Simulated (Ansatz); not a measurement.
# Energy landscape near a SrO structure

Method: DFT PBE, scalar-relativistic, plane waves, PAW (Ansatz 0.2.0).

Plane waves to 420 eV, a k mesh through Γ of 8×8×8 on the computed 2-atom cell and Gaussian smearing (0.02 eV); no spin polarisation.

Reference cell:

```yaml
crystal:
  lattice:
    - [0.00000, 2.56980, 2.56980]
    - [2.56980, 0.00000, 2.56980]
    - [2.56980, 2.56980, 0.00000]
  atoms:
    - { symbol: Sr, position: [0.00000, 0.00000, 0.00000] }
    - { symbol: O, position: [0.50000, 0.50000, 0.50000] }
```

Each variant moves atoms of this cell by the vectors given, if any (Å), and then applies a symmetric strain (tensor components, Cartesian axes). The reference cell isn't relaxed at this level. Energies are per atom at zero smearing, counted from the lowest variant. Pressure is positive in compression.

1. strain (xx yy zz yz xz xy, %) 1.23 1.23 1.21 0.17 0.17 -1.00; moves: Sr1 (0.031, 0.031, -0.041); O2 (-0.031, -0.031, 0.041)
2. strain (xx yy zz yz xz xy, %) 0.42 0.42 0.42 0.00 0.00 0.00
3. strain (xx yy zz yz xz xy, %) -2.87 -2.87 -2.87 2.00 -2.00 2.00
4. no strain; moves: Sr1 (0.191, -0.013, -0.119)
5. strain (xx yy zz yz xz xy, %) 0.76 0.76 0.76 -6.00 6.00 -6.00
6. strain (xx yy zz yz xz xy, %) -0.85 -3.67 -0.85 0.43 -2.00 0.43; moves: Sr1 (0.029, -0.144, 0.029); O2 (-0.029, 0.144, -0.029)
7. strain (xx yy zz yz xz xy, %) 3.57 3.57 3.57 0.00 0.00 0.00
8. strain (xx yy zz yz xz xy, %) 3.18 4.03 3.18 2.00 1.15 -2.00; moves: Sr1 (0.106, 0.000, 0.106); O2 (-0.106, 0.000, -0.106)
9. strain (xx yy zz yz xz xy, %) -5.18 0.06 -3.70 0.13 0.01 2.22; moves: Sr1 (-0.073, 0.129, -0.022); O2 (0.073, -0.129, 0.022)

(1) Order the variants by energy, lowest first.

(2) Order them by pressure, highest first.

## Answers

(1) 2 (0.0 meV/atom), 1 (5.9 meV/atom), 7 (21.5 meV/atom), 4 (33.2 meV/atom), 8 (62.9 meV/atom), 3 (84.8 meV/atom), 5 (144.2 meV/atom), 6 (145.4 meV/atom), 9 (149.7 meV/atom).

(2) 9 (16.18 GPa), 3 (13.16 GPa), 6 (12.60 GPa), 4 (4.27 GPa), 2 (1.72 GPa), 5 (0.62 GPa), 1 (-0.05 GPa), 8 (-3.01 GPa), 7 (-5.25 GPa).